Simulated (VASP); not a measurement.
Input of a VASP 6.6.1 run:

Contents of POSCAR:

```
SnSe
1.0
   11.4200000000      0.0000000000      0.0000000000
    0.0000000000      4.1900000000      0.0000000000
    0.0000000000      0.0000000000      4.4600000000
Sn Se
4 4
Direct
    0.8770000000      0.7500000000      0.9090000000
    0.6230000000      0.2500000000      0.4090000000
    0.3770000000      0.7500000000      0.5910000000
    0.1230000000      0.2500000000      0.0910000000
    0.6430000000      0.7500000000      0.9840000000
    0.8570000000      0.2500000000      0.4840000000
    0.1430000000      0.7500000000      0.5160000000
    0.3570000000      0.2500000000      0.0160000000
```

Contents of INCAR.step1:

```
  PREC = Accurate
  ENCUT = 520
  EDIFF = 1E-5
  ISMEAR = -1
  SIGMA = 0.05
  LREAL = False
  LASPH = True
  NELM = 100
  ALGO = Normal
  ISIF = 2
  LWAVE = True
  LCHARG = False
  GGA = PE
```

Contents of INCAR.step2:

```
  PREC = Accurate
  ENCUT = 520
  EDIFF = 1E-6
  ISMEAR = -1
  SIGMA = 0.05
  LREAL = False
  LASPH = True
  NELM = 100
  ALGO = Normal
  ISIF = 2
  LWAVE = False
  LCHARG = False
  METAGGA = MBJ
  ISTART = 1
```

The input KPOINTS:

```
Automatic mesh
0
Gamma
  3 6 6
```

The input KPOINTS_OPT:

```
path GXSYGZURTZ,YT,UX,SR
20
line-mode
reciprocal
 0.0000000000  0.0000000000  0.0000000000  G
 0.0000000000  0.5000000000  0.0000000000  X

 0.0000000000  0.5000000000  0.0000000000  X
 0.0000000000  0.5000000000  0.5000000000  S

 0.0000000000  0.5000000000  0.5000000000  S
 0.0000000000  0.0000000000  0.5000000000  Y

 0.0000000000  0.0000000000  0.5000000000  Y
 0.0000000000  0.0000000000  0.0000000000  G

 0.0000000000  0.0000000000  0.0000000000  G
 0.5000000000  0.0000000000  0.0000000000  Z

 0.5000000000  0.0000000000  0.0000000000  Z
 0.5000000000  0.5000000000  0.0000000000  U

 0.5000000000  0.5000000000  0.0000000000  U
 0.5000000000  0.5000000000  0.5000000000  R

 0.5000000000  0.5000000000  0.5000000000  R
 0.5000000000  0.0000000000  0.5000000000  T

 0.5000000000  0.0000000000  0.5000000000  T
 0.5000000000  0.0000000000  0.0000000000  Z

 0.0000000000  0.0000000000  0.5000000000  Y
 0.5000000000  0.0000000000  0.5000000000  T

 0.5000000000  0.5000000000  0.0000000000  U
 0.0000000000  0.5000000000  0.0000000000  X

 0.0000000000  0.5000000000  0.5000000000  S
 0.5000000000  0.5000000000  0.5000000000  R
```

Potentials or basis: VASP PAW PBE potentials, release 64 (Sn_d, Se).

Command:

```bash
$ cat potpaw_PBE.64/Sn_d/POTCAR potpaw_PBE.64/Se/POTCAR > POTCAR
$ cp INCAR.step1 INCAR
$ mpirun -np 1 vasp_std > vasp.out
$ cp INCAR.step2 INCAR
$ mpirun -np 1 vasp_std > vasp.out
```

Q: What does it give for the band gap on the k mesh?

A: 0.92 eV, indirect (least direct gap 1.03 eV).

Q: Predict the band gap along the path.

A: 0.92 eV, indirect (least direct gap 1.01 eV).

Levels at the corners of the path, in eV from the valence-band top:
| point | band 38 | band 39 | band 40 | band 41 | band 42 | band 43 |
| --- | --- | --- | --- | --- | --- | --- |
| Γ | -1.19 | -0.82 | -0.60 | 1.11 | 3.28 | 3.40 |
| X | -0.92 | -0.73 | -0.73 | 1.26 | 1.26 | 1.71 |
| X | -0.92 | -0.73 | -0.73 | 1.26 | 1.26 | 1.71 |
| S | -2.24 | -1.54 | -1.54 | 3.11 | 3.11 | 3.30 |
| S | -2.24 | -1.54 | -1.54 | 3.11 | 3.11 | 3.30 |
| Y | -0.65 | -0.20 | -0.20 | 1.57 | 1.57 | 1.82 |
| Y | -0.65 | -0.20 | -0.20 | 1.57 | 1.57 | 1.82 |
| Γ | -1.19 | -0.82 | -0.60 | 1.11 | 3.28 | 3.40 |
| Γ | -1.19 | -0.82 | -0.60 | 1.11 | 3.28 | 3.40 |
| Z | -1.98 | -0.68 | -0.68 | 2.92 | 2.92 | 3.15 |
| Z | -1.98 | -0.68 | -0.68 | 2.92 | 2.92 | 3.15 |
| U | -0.93 | -0.93 | -0.93 | 1.69 | 1.69 | 1.69 |
| U | -0.93 | -0.93 | -0.93 | 1.69 | 1.69 | 1.69 |
| R | -1.59 | -1.59 | -1.59 | 2.90 | 2.90 | 2.90 |
| R | -1.59 | -1.59 | -1.59 | 2.90 | 2.90 | 2.90 |
| T | -0.52 | -0.19 | -0.19 | 1.55 | 1.55 | 1.88 |
| T | -0.52 | -0.19 | -0.19 | 1.55 | 1.55 | 1.88 |
| Z | -1.98 | -0.68 | -0.68 | 2.92 | 2.92 | 3.15 |
| Y | -0.65 | -0.20 | -0.20 | 1.57 | 1.57 | 1.82 |
| T | -0.52 | -0.19 | -0.19 | 1.55 | 1.55 | 1.88 |
| U | -0.93 | -0.93 | -0.93 | 1.69 | 1.69 | 1.69 |
| X | -0.92 | -0.73 | -0.73 | 1.26 | 1.26 | 1.71 |
| S | -2.24 | -1.54 | -1.54 | 3.11 | 3.11 | 3.30 |
| R | -1.59 | -1.59 | -1.59 | 2.90 | 2.90 | 2.90 |

Caveat: spin-orbit coupling is left out, which moves the levels of the heavy elements.

**Experimental background.**

“Linear dichroism of the optical properties of SnS and SnSe van der Waals crystals”, 2024, arxiv:2409.17412 reports, for a bulk crystal of SnSe at 300 K: band gap 0.89 eV (indirect).

A measured gap of SnSe is 0.89 eV (indirect; 300 K; “Linear dichroism of the optical properties of SnS and SnSe van der Waals crystals”, 2024, arxiv:2409.17412); the calculated 0.92 eV misses it by +0.03 eV. 2 values of this kind are on record (0.89 to 0.99 eV); this one was drawn at random. Spin-orbit coupling on Se, Sn is left out. The value is that of TB-mBJ, without temperature or zero-point motion.
